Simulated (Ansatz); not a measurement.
**Stress against strain in LiF**

```
CELL_PARAMETERS angstrom
0.00000 2.01400 2.01400
2.01400 0.00000 2.01400
2.01400 2.01400 0.00000
ATOMIC_POSITIONS crystal
Li 0.00000 0.00000 0.00000
F 0.50000 0.50000 0.50000
```

Atom numbers follow the list: Li1, F2.

The cell comes from COD entry 1010990, which wasn't checked; take it as a given geometry.

All numbers below come from DFT, LDA, all-electron LAPW, scalar-relativistic in Ansatz 0.2.0.

Sampling and basis: a Γ-centred 10×10×10 k mesh, Fermi–Dirac smearing of 0.03 eV, basis error target 1 meV/atom, no spin polarisation.

The strain is applied along the Cartesian axes of the cell as listed (the other components stay zero). Fractional coordinates are held (clamped ions).

σ is the change of stress from the unstrained cell, which is at -6.39 GPa; tension is positive, so slopes are stress–strain coefficients at that pressure.

Only quantities that a quadratic follows smoothly over the whole series are listed; rougher ones are left out.

```
    εzz  σzz (GPa)  σxx (GPa)
-0.0300      -3.65      -1.24
-0.0200      -2.26      -0.80
-0.0100      -1.05      -0.39
 0.0000       0.00       0.00
 0.0200       1.69       0.73
 0.0300       2.35       1.07
```

(1) Fit the series and read off the stiffness at zero strain.

(2) One run, at εzz = 0.0100, is withheld. Predict its row.

## Answers

(1) Least-squares fits y = p0 + p1 x + p2 x² to the rows give σzz (GPa): p1 = 99.6, p2 = -730; σxx (GPa): p1 = 38.4, p2 = -97. So C11 = 100 GPa and C12 = 38 GPa, which gives B = (C11 + 2 C12)/3 = 59 GPa.

(2) The fits give 0.93, 0.38; the run gave 0.91, 0.37.
